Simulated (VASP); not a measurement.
Given:

```xyz
2
Lattice="0.0000 2.4967 2.4967 2.4967 0.0000 2.4967 2.4967 2.4967 0.0000" Properties=species:S:1:pos:R:3 pbc="T T T"
In     0.0000     0.0000     0.0000
N      1.2483     1.2483     1.2483
```

The numbers are results of SCAN meta-GGA, VASP's PBE PAW potentials (set 64) (plane waves; VASP), not measurements. Numerical set-up: 520 eV cut-off, 14×14×14 Γ-centred mesh, tetrahedra with Blöchl corrections, potentials In_d N.

Unless said otherwise, spin-orbit coupling is left out, though it shifts the bands of the heavy elements here.

Problem. Predict the energy per atom (σ→0), band gap (over mesh and band path) with the smallest direct gap where there is one.

Solution. 
```
Property                                                               Value
----------------------------------  ----------------------------------------
band gap (over mesh and band path)  none (metal, semimetal or under 0.01 eV)
energy per atom (σ→0)                                        -21.383 eV/atom
```

The absolute energy has meaning only against runs of the same code, potentials and settings.

The compound is InN in the zinc blende structure, a metastable form; wurtzite is the usual one. It was relaxed first.
